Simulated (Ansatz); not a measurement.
## SiC3: can entropy hold this alloy together?

Theory: DFT PBEsol, scalar-relativistic, plane waves, PAW in Ansatz.

Settings: cutoff 420 eV, Γ-centred mesh 7×7×5 on the computed 24-atom cell, Gaussian smearing of 0.02 eV; no spin polarisation.

Cells of 24 atoms on a diamond lattice, 18 C, 6 Si, each occupation relaxed without symmetry on a coarser mesh and computed once more. α is the first-shell Warren–Cowley parameter of unlike pairs (negative: unlike neighbours in excess, 0: random). ΔH counts from the elements in their standard crystals. 1 further cell, whose relaxation didn't end, left large forces or left the lattice, is left out.

| cell | α | ΔH (meV/atom) | V (Å³/atom) | rms shift from sites (Å) |
| --- | --- | --- | --- | --- |
| 1 | 0.00 | 696 | 8.12 | 0.19 |
| 2 | -0.33 | 358 | 7.95 | 0.16 |

Question: Weigh the mixing energy against the ideal entropy.

Answer: Ideal mixing gives S = −k_B Σ x ln x = 0.562 k_B per atom (4.7 J/(mol K)), worth 48 meV/atom at 1000 K. The cell nearest to random, 1, has ΔH = 696 meV/atom. Against the pure elements it breaks even at T = ΔH/S = 14370 K, beyond the melting of most metals, so a solid solution isn't expected. ΔH includes the cost of putting the elements on this lattice where they prefer another, and what the coarser relaxation leaves, which can only raise it; vibrational entropy is left out. An error of 8 meV/atom in ΔH, as mesh and relaxation can leave, moves such a temperature by 170 K, and the spread of these cells, 338 meV/atom, by 6970 K.

Question: Does the alloy prefer like or unlike neighbours?

Answer: Across α from -0.33 to 0.00 the energy spans 338 meV/atom, a slope of 1014 meV/atom per unit of α. Lower α is lower in energy: unlike neighbours are favoured, a tendency to order, although ΔH has the opposite sign, as happens when size mismatch or the lattice's cost dominates ΔH while chemistry sets the local order. With 2 cells this is a hint: farther shells and local relaxation also differ between them.

The final mesh leaves forces up to 0.04 eV/Å and stresses up to 0.3 GPa.

Cost: 5 runs of about 18 core-minutes in all (earlier runs that led there not counted), on Arm Neoverse V2 (shared hosts).